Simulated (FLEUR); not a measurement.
# Sb (Fm-3m) in FLEUR: further runs, part 2 of 2

FLEUR MaX-R8.1 (later development tree). The steps go on from the part before.

**3. Band structure, PBEsol, spin-orbit coupling, no magnetisation**

File inp.xml:

```xml
<?xml version="1.0" encoding="UTF-8" standalone="no"?>
<fleurInput fleurInputVersion="0.39">
   <comment>
      Sb                                                                                                  
   </comment>
   <calculationSetup>
      <cutoffs Kmax="4.1" Gmax="12.7" GmaxXC="12.7" numbands="all"/>
      <scfLoop itmax="60" minDistance="0.00001" maxIterBroyd="15" imix="Anderson" alpha="0.05" precondParam="0.0" spinf="2.0" sdNocoIR="T"/>
      <coreElectrons ctail="T" frcor="F" kcrel="0" coretail_lmax="0"/>
      <xcFunctional name="PBEs" relativisticCorrections="F"/>
      <magnetism jspins="1"/>
      <soc l_soc="T" theta="0.0" phi="0.0" spav="F"/>
      <expertModes spex="0" secvar="F"/>
      <geometryOptimization l_f="F" forcealpha="1.0" forcemix="BFGS" epsdisp="0.00001" epsforce="0.00001"/>
      <ldaU l_linMix="F" mixParam="0.05" spinf="1.0"/>
   </calculationSetup>
   <cell>
      <bzIntegration valenceElectrons="21.0" mode="hist" fermiSmearingEnergy="0.00183747">
         <kPointListSelection listName="default-1"/>
         <!-- k-points included here -->
         <xi:include xmlns:xi="http://www.w3.org/2001/XInclude" href="kpts.xml"> </xi:include>
      </bzIntegration>
      <!-- symmetry operations included here -->
      <xi:include xmlns:xi="http://www.w3.org/2001/XInclude" href="sym.xml"> </xi:include>
      <bulkLattice scale="1.0">
         <bravaisMatrix>
            <row-1>    0.0000000000000000     4.4809989408298998     4.4809989408298998</row-1>
            <row-2>    4.4809989408298998     0.0000000000000000     4.4809989408298998</row-2>
            <row-3>    4.4809989408298998     4.4809989408298998     0.0000000000000000</row-3>
         </bravaisMatrix>
      </bulkLattice>
   </cell>
   <atomSpecies>
      <species name="Antimony (Sb)" element="Sb" atomicNumber="51">
         <mtSphere radius="2.66" gridPoints="879" logIncrement="0.015"/>
         <atomicCutoffs lmax="10" lnonsphr="10"/>
         <electronConfig flipSpins="F">
            <coreConfig>(1s1/2) (2s1/2) (2p1/2) (2p3/2) (3s1/2) (3p1/2) (3p3/2) (4s1/2) (3d3/2) (3d5/2)</coreConfig>
            <valenceConfig>(4p1/2) (4p3/2) (5s1/2) (4d3/2) (4d5/2) (5p1/2) (5p3/2)</valenceConfig>
            <stateOccupation state="(5p1/2)" spinUp="0.500000" spinDown="0.500000"/>
            <stateOccupation state="(5p3/2)" spinUp="1.000000" spinDown="1.000000"/>
         </electronConfig>
         <energyParameters s="5" p="5" d="5" f="4"/>
         <lo type="SCLO" l="1" n="4" eDeriv="0"/>
         <lo type="SCLO" l="1" n="4" eDeriv="1"/>
         <lo type="SCLO" l="2" n="4" eDeriv="0"/>
         <lo type="SCLO" l="2" n="4" eDeriv="1"/>
         <lo type="SCLO" l="0" n="5" eDeriv="2"/>
         <lo type="SCLO" l="3" n="4" eDeriv="2"/>
      </species>
   </atomSpecies>
   <atomGroups>
      <atomGroup species="Antimony (Sb)">
         <relPos label="                   1">.0000000000 .0000000000 .0000000000</relPos>
         <force calculate="T" relaxXYZ="TTT"/>
      </atomGroup>
   </atomGroups>
   <output dos="F" band="F" slice="F">
      <checks vchk="F" cdinf="F"/>
      <bandDOS minEnergy="-.5*Htr" maxEnergy="0.5*Htr" sigma="0.015" storeEVData="T"/>
      <vacuumDOS vacdos="F" integ="F" star="F" nstars="0" locx1="0.0" locy1="0.0" locx2="0.0" locy2="0.0" nstm="0" tworkf="0.0"/>
      <unfoldingBand unfoldBand="F" supercellX="1" supercellY="1" supercellZ="1"/>
      <plotting iplot="0" polar="F">
         <plot TwoD="T" vec1="  1.0  0.0  0.0" vec2="  0.0  1.0  0.0" vec3="  0.0  0.0  1.0" zero="  0.0  0.0  0.0" file="plot"/>
      </plotting>
      <chargeDensitySlicing numkpt="0" minEigenval="0.0" maxEigenval="0.0" nnne="0" pallst="F"/>
      <specialOutput eonly="F"/>
      <moessbauerParams electricFieldGradient="T" isomerShift="T" coreHyperfine="T" valenceHyperfine="T"/>
      <magneticCircularDichroism mcd="F" energyLo="-10.0" energyUp="0.0"/>
   </output>
  <!-- We include the file relax.xml here to enable relaxations (see documentation) -->
  <xi:include xmlns:xi="http://www.w3.org/2001/XInclude" href="relax.xml"> <xi:fallback/> </xi:include>
</fleurInput>
```

File crystal.txt:

```
Sb
&input cartesian=F /
0.0000000000  2.3712425216  2.3712425216
2.3712425216  0.0000000000  2.3712425216
2.3712425216  2.3712425216  0.0000000000
1.8897261246
1.0 1.0 1.0

1
51 0.0000000000  0.0000000000  0.0000000000

&soc 0.0 0.0 /
&kpt div1=8 div2=8 div3=8 gamma=T /
```

File inp.xml (bands):

```
<?xml version="1.0" encoding="UTF-8" standalone="no"?>
<fleurInput fleurInputVersion="0.39">
   <comment>
      Sb                                                                                                  
   </comment>
   <calculationSetup>
      <cutoffs Kmax="4.1" Gmax="12.7" GmaxXC="12.7" numbands="all"/>
      <scfLoop itmax="60" minDistance="0.00001" maxIterBroyd="15" imix="Anderson" alpha="0.05" precondParam="0.0" spinf="2.0" sdNocoIR="T"/>
      <coreElectrons ctail="T" frcor="F" kcrel="0" coretail_lmax="0"/>
      <xcFunctional name="PBEs" relativisticCorrections="F"/>
      <magnetism jspins="1"/>
      <soc l_soc="T" theta="0.0" phi="0.0" spav="F"/>
      <expertModes spex="0" secvar="F"/>
      <geometryOptimization l_f="F" forcealpha="1.0" forcemix="BFGS" epsdisp="0.00001" epsforce="0.00001"/>
      <ldaU l_linMix="F" mixParam="0.05" spinf="1.0"/>
   </calculationSetup>
   <cell>
      <bzIntegration valenceElectrons="21.0" mode="hist" fermiSmearingEnergy="0.00183747">
         <kPointListSelection listName="path-1"/>
         <!-- k-points included here -->
         <xi:include xmlns:xi="http://www.w3.org/2001/XInclude" href="kpts.xml"> </xi:include>
      </bzIntegration>
      <!-- symmetry operations included here -->
      <xi:include xmlns:xi="http://www.w3.org/2001/XInclude" href="sym.xml"> </xi:include>
      <bulkLattice scale="1.0">
         <bravaisMatrix>
            <row-1>    0.0000000000000000     4.4809989408298998     4.4809989408298998</row-1>
            <row-2>    4.4809989408298998     0.0000000000000000     4.4809989408298998</row-2>
            <row-3>    4.4809989408298998     4.4809989408298998     0.0000000000000000</row-3>
         </bravaisMatrix>
      </bulkLattice>
   </cell>
   <atomSpecies>
      <species name="Antimony (Sb)" element="Sb" atomicNumber="51">
         <mtSphere radius="2.66" gridPoints="879" logIncrement="0.015"/>
         <atomicCutoffs lmax="10" lnonsphr="10"/>
         <electronConfig flipSpins="F">
            <coreConfig>(1s1/2) (2s1/2) (2p1/2) (2p3/2) (3s1/2) (3p1/2) (3p3/2) (4s1/2) (3d3/2) (3d5/2)</coreConfig>
            <valenceConfig>(4p1/2) (4p3/2) (5s1/2) (4d3/2) (4d5/2) (5p1/2) (5p3/2)</valenceConfig>
            <stateOccupation state="(5p1/2)" spinUp="0.500000" spinDown="0.500000"/>
            <stateOccupation state="(5p3/2)" spinUp="1.000000" spinDown="1.000000"/>
         </electronConfig>
         <energyParameters s="5" p="5" d="5" f="4"/>
         <lo type="SCLO" l="1" n="4" eDeriv="0"/>
         <lo type="SCLO" l="1" n="4" eDeriv="1"/>
         <lo type="SCLO" l="2" n="4" eDeriv="0"/>
         <lo type="SCLO" l="2" n="4" eDeriv="1"/>
         <lo type="SCLO" l="0" n="5" eDeriv="2"/>
         <lo type="SCLO" l="3" n="4" eDeriv="2"/>
      </species>
   </atomSpecies>
   <atomGroups>
      <atomGroup species="Antimony (Sb)">
         <relPos label="                   1">.0000000000 .0000000000 .0000000000</relPos>
         <force calculate="T" relaxXYZ="TTT"/>
      </atomGroup>
   </atomGroups>
   <output dos="F" band="T" slice="F">
      <checks vchk="F" cdinf="F"/>
      <bandDOS minEnergy="-.5*Htr" maxEnergy="0.5*Htr" sigma="0.015" storeEVData="T"/>
      <vacuumDOS vacdos="F" integ="F" star="F" nstars="0" locx1="0.0" locy1="0.0" locx2="0.0" locy2="0.0" nstm="0" tworkf="0.0"/>
      <unfoldingBand unfoldBand="F" supercellX="1" supercellY="1" supercellZ="1"/>
      <plotting iplot="0" polar="F">
         <plot TwoD="T" vec1="  1.0  0.0  0.0" vec2="  0.0  1.0  0.0" vec3="  0.0  0.0  1.0" zero="  0.0  0.0  0.0" file="plot"/>
      </plotting>
      <chargeDensitySlicing numkpt="0" minEigenval="0.0" maxEigenval="0.0" nnne="0" pallst="F"/>
      <specialOutput eonly="F"/>
      <moessbauerParams electricFieldGradient="T" isomerShift="T" coreHyperfine="T" valenceHyperfine="T"/>
      <magneticCircularDichroism mcd="F" energyLo="-10.0" energyUp="0.0"/>
   </output>
  <!-- We include the file relax.xml here to enable relaxations (see documentation) -->
  <xi:include xmlns:xi="http://www.w3.org/2001/XInclude" href="relax.xml"> <xi:fallback/> </xi:include>
</fleurInput>
```

Potentials or basis: all-electron, FLAPW.

Run with:

```console
inpgen -f crystal.txt -profile fastHighL
# inp.xml edited to the form shown
fleur_MPI
fleur_MPI   # second run, on inp.xml (bands)
```

Run time: 9 min. Hardware: 1 thread of Arm Neoverse V1, shared host; peak memory 0.24 GiB.

The run converged. Its results:

```yaml
Free_energy: -176350.9345 eV
Band_gap_along_the_path: none (metal or under the smearing width)
Valence_electrons_inside_the_program's_atomic_spheres: Sb 19.03 (radii Sb 2.66 bohr)
```

Levels at the corners of the path, in eV from the Fermi level:
```csv
point,band 18,band 19,band 20,band 21,band 22,band 23
Γ,-12.90,4.72,4.72,5.90,5.90,5.90
X,-7.44,-4.87,-4.87,0.26,0.26,0.75
W,-7.20,-3.28,-3.28,-2.90,-2.90,-1.39
K,-7.46,-3.98,-3.98,-2.90,-2.90,1.35
Γ,-12.90,4.72,4.72,5.90,5.90,5.90
L,-9.08,-5.77,-5.77,3.46,3.46,4.14
U,-7.46,-3.98,-3.98,-2.90,-2.90,1.35
W,-7.20,-3.28,-3.28,-2.90,-2.90,-1.39
L,-9.08,-5.77,-5.77,3.46,3.46,4.14
K,-7.46,-3.98,-3.98,-2.90,-2.90,1.35
U,-7.46,-3.98,-3.98,-2.90,-2.90,1.35
X,-7.44,-4.87,-4.87,0.26,0.26,0.75
```

Core levels (eV from the Fermi level):
| atom | levels |
| --- | --- |
| 1 Sb | 1s1/2 -30265.8, 2s1/2 -4600.9, 2p1/2 -4304.7, 2p3/2 -4053.0, 3s1/2 -898.4, 3p1/2 -777.3, 3p3/2 -730.9, 4s1/2 -144.2, 3d3/2 -516.8, 3d5/2 -507.2 |
